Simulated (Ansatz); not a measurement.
A computed series for AgBr: pressure series

Take AgBr in the rock salt structure (space group Fm-3m, No. 225; a = 5.8408 Å) as the base.

Cell and atoms are relaxed at each pressure.

The values are results of PBE in Ansatz (plane waves to 420 eV, PAW, without spin-orbit coupling), not measurements.

| variant | volume per atom | band gap | electron mass |
|---|---|---|---|
| base | 24.91 Å³ | 0.69 eV | 0.19 mₑ (at Γ) |
| pressure −2 GPa | 26.46 Å³ | … | 0.20 mₑ (at Γ) |
| pressure −1 GPa | … | 0.70 eV | 0.20 mₑ (at Γ) |
| pressure 0.3 GPa | … | 0.69 eV | 0.19 mₑ (at Γ) |
| pressure 0.7 GPa | 24.48 Å³ | 0.68 eV | 0.19 mₑ (at Γ) |
| pressure 1.5 GPa | 24.05 Å³ | 0.68 eV | 0.19 mₑ (at Γ) |
| pressure 3 GPa | 23.34 Å³ | 0.67 eV | 0.19 mₑ (at Γ) |
| pressure 5 GPa | 22.56 Å³ | 0.67 eV | 0.19 mₑ (at Γ) |
| pressure 7.5 GPa | 21.77 Å³ | 0.67 eV | 0.19 mₑ (at Γ) |
| pressure 10 GPa | 21.10 Å³ | 0.68 eV | 0.19 mₑ (at Γ) |

### Question
Complete the table.

### Answer

- pressure −2 GPa, band gap: 0.72 eV
- pressure −1 GPa, volume per atom: 25.61 Å³
- pressure 0.3 GPa, volume per atom: 24.72 Å³

Load acts through the strain it causes; cell and atoms are relaxed under it. Masses are band curvatures over ±0.01 Å⁻¹ around the edge. Whether these cells are dynamically stable was not tested. No other phases were tried under pressure.

Ansatz is a first-principles code.
